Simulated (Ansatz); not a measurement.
## SnSe2: a prediction, then the measurements

All numbers below come from DFT r2SCAN, scalar-relativistic, plane waves, PAW in Ansatz 0.2.0.

Settings: cutoff 500 eV, Γ-centred mesh 12×12×4 on the computed 3-atom cell, Gaussian smearing of 0.02 eV; no spin polarisation.

Relaxed structure, symmetry kept:

```cif
data_structure
_symmetry_space_group_name_H-M 'P 1'
_symmetry_Int_Tables_number 1
_cell_length_a 3.8406
_cell_length_b 3.8406
_cell_length_c 6.5265
_cell_angle_alpha 90.000
_cell_angle_beta 90.000
_cell_angle_gamma 120.000
_cell_volume 83.37
loop_
_atom_site_label
_atom_site_type_symbol
_atom_site_fract_x
_atom_site_fract_y
_atom_site_fract_z
_atom_site_occupancy
Sn1 Sn 0.00000 0.00000 0.00000 1
Se1 Se 0.33333 0.66667 0.24116 1
Se2 Se 0.66667 0.33333 0.75884 1
```

| Quantity | Value |
| --- | --- |
| Space group | P-3m1 (No. 164) |
| Volume per atom | 187.5 bohr³ |
| Formation energy from the elements' standard states (uncorrected) | -0.427 eV/atom |
| Generalised Kohn–Sham band gap | 0.99 eV, indirect from (0.000, 0.148, -0.141) to (0.000, 0.474, 0.365) |
| Löwdin character of the top 1 eV of the valence band | Se 4p 95 % |
| Löwdin character of the lowest 1 eV of the conduction band | Se 4p 59 %, Sn 5s 34 %, unprojected 4 % |
| Electron masses at the edge by Cartesian direction of the standard setting (m_e; degenerate bands sorted by energy; no spin-orbit coupling) | x: 0.21; y: 0.62; z: 0.83 |
| Hole masses at the edge by Cartesian direction of the standard setting (m_e; degenerate bands sorted by energy; no spin-orbit coupling) | x: 0.18; y: 1.4; z: 2.9 |
| Bader charges (e) | Sn (1 in the cell) 1.38, Se (2 in the cell) -0.69 |

Each cell of SnSe2 holds layers, and where no dispersion correction was added their binding is poorly described.

**Experimental background.**

From a printed reference work, data compilation, for a bulk crystal of SnSe2: lattice constant a 3.811 Å.

“Spacing Dependent and Doping Independent Superconductivity in Intercalated 1T Two Dimensional SnSe2”, 2019, arxiv:1903.08036 reports, for a powder of SnSe2: lattice constant c 6.137 Å.

A measured lattice constant a of SnSe2 is 3.811 Å (a printed reference work, data compilation); the calculated 3.841 Å misses it by +0.8 %. 1 more, off the median of the measured values, is set aside. A measured lattice constant c of SnSe2 is 6.137 Å (powder; the paper above); the calculated 6.527 Å misses it by +6.3 %. So large a difference can come from the functional (as between layers that it hardly binds), but also from another choice of axes, another phase or a misread value. 2 values of this kind are on record in papers (6.12 to 6.137 Å); this one was drawn at random among those near their median. The calculation is for 0 K without zero-point motion.

Cost: 8 runs of about 8.5 core-minutes in all, on Arm Neoverse V2 (shared hosts).